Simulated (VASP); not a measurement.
Write the native input for VASP 6.6.1 that does the following.

```
Task                   : single point
Functional             : PBE
Potentials or basis    : VASP PAW PBE potentials, release 64 (Be, Te)
Cutoff                 : 520 eV
k mesh                 : 8 × 6 × 1
Occupations            : gaussian, width 0.02 eV
Spin                   : no spin polarisation
Dipole correction      : yes
Further INCAR settings : ALGO = Normal; EDIFF = 1e-07; NBANDS = 11
```

The structure of BeTe lies in POSCAR:

```
BeTe
1.0
    4.0396436013      0.0000000000      0.0000000000
    0.0000000000      4.7734842090      0.0000000000
    0.0000000000      0.0000000000     23.8000000000
Be Te
1 1
Direct
    0.5000000000      0.4735553731      0.2941176471
    0.0000000000      0.2766446269      0.2941176471
```

The cell was built by a generator and needn't be a form met in nature.

The cell isn't the ideal one: thin slice cut from a crystal along (101).

The input as run:

INCAR

```
  ALGO = Normal
  DIPOL = 0.5 0.5 0.294
  EDIFF = 1E-7
  ENCUT = 520
  GGA = PE
  IDIPOL = 3
  ISIF = 2
  ISMEAR = 0
  LASPH = T
  LCHARG = F
  LDIPOL = T
  LREAL = F
  LWAVE = F
  NBANDS = 11
  NELM = 80
  PREC = Accurate
  SIGMA = 0.02
```

KPOINTS

```
k-points
0
Gamma
  8 6 1
```

Potentials or basis: VASP PAW PBE potentials, release 64 (Be, Te).

Run with:

```sh
$ cat potpaw_PBE.64/Be/POTCAR potpaw_PBE.64/Te/POTCAR > POTCAR
$ mpirun -np 1 vasp_std > vasp.out
```

Results of the run:

```yaml
Largest_force: 0.026 eV/Å
Band_gap_on_the_k_mesh: 1.36 eV, direct
```

Caveat: spin-orbit coupling is left out, which moves the levels of the heavy elements.

It took 89 s on 1 thread of Intel(R) Xeon(R) 6975P-C (Granite Rapids), on a shared host, peak memory 0.49 GiB.
